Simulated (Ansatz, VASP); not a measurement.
# One calculation of Cs, two programs

The input INCAR:

```
SYSTEM = Cs
ALGO = Fast
EDIFF = 1E-7
ENCUT = 520
GGA = PE
ISIF = 2
ISMEAR = 0
LASPH = .True.
LCHARG = .False.
LREAL = .False.
LWAVE = .False.
NBANDS = 10
NELM = 60
PREC = Accurate
SIGMA = 0.15
```

KPOINTS

```
k-points
0
Gamma
  12 12 12
  0 0 0
```

POSCAR

```
Cs
1.0
   -2.9469375000      2.9469375000      2.8713750000
    2.9469375000     -2.9469375000      2.8713750000
    2.9469375000      2.9469375000     -2.8713750000
Cs
1
Direct
    0.0000000000      0.0000000000      0.0000000000
```

Input for Ansatz:

```yaml
crystal:
  lattice:
    - [-2.9469375, 2.9469375, 2.871375]
    - [2.9469375, -2.9469375, 2.871375]
    - [2.9469375, 2.9469375, -2.871375]
  atoms:
    - { symbol: Cs, position: [0.0, 0.0, 0.0] }
basis:
  ecutwfc: 420
kpoints:
  mp_grid: { grid: [12, 12, 12] }
hamiltonian:
  xc: pbe
scf:
  occupations: { method: gaussian, width: 0.15 }
output:
  forces: true
  stress: true
  eigenvalues: true
```

Change from the starting cell: strain -0.025 along x and y, -0.050 along z, atoms carried along.

Alike in both runs: task single point; functional PBE; k mesh 12 × 12 × 12; occupations gaussian, width 0.15 eV; no spin polarisation.

```csv
,VASP,Ansatz
version,VASP 6.6.1,Ansatz 0.2.0
potentials or method,"VASP PAW PBE potentials, release 64 (Cs_sv)","scalar-relativistic, plane waves, PAW"
plane-wave cutoff (eV),520,420
valence electrons in the cell,9,9
```

```csv
,VASP,Ansatz,Ansatz less VASP
gap on the k mesh at the Fermi level (eV),none,none,-
pressure (GPa),0.4,0.4,+0.01
```

A gap of «none» marks a metal or a gap that the smearing closes. With one functional, cell and mesh, what is left measures potentials, basis and numerics.

The runs have no spin-orbit coupling, so splittings on Cs are missing.
